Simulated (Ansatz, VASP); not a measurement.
# One calculation of As, two programs

```
As
1.0
    -1.66714    1.66714    1.68398
     1.66714   -1.66714    1.68398
     1.66714    1.66714   -1.68398
As
1
Direct
  0.00000 0.00000 0.00000
```

Change from the starting cell: x and y stretched by -1 %, z held.

Alike in both runs: task single point; functional PBE; k mesh 16 × 16 × 16; occupations fermi-dirac, width 0.05 eV; no spin polarisation.

```csv
,VASP,Ansatz
version,VASP 6.6.1,Ansatz 0.2.0
potentials or method,"VASP PAW PBE potentials, release 64 (As), cutoff 520 eV","all-electron LAPW, scalar-relativistic"
```

|  | VASP | Ansatz | Ansatz less VASP |
| --- | --- | --- | --- |
| pressure (GPa) | 1.7 | 1.6 | -0.07 |
| largest component of the traceless stress (GPa) | 0.38 | 0.38 | 0.000 |

Ansatz ran all-electron here, so the differences hold the error of VASP's frozen core and of both bases.
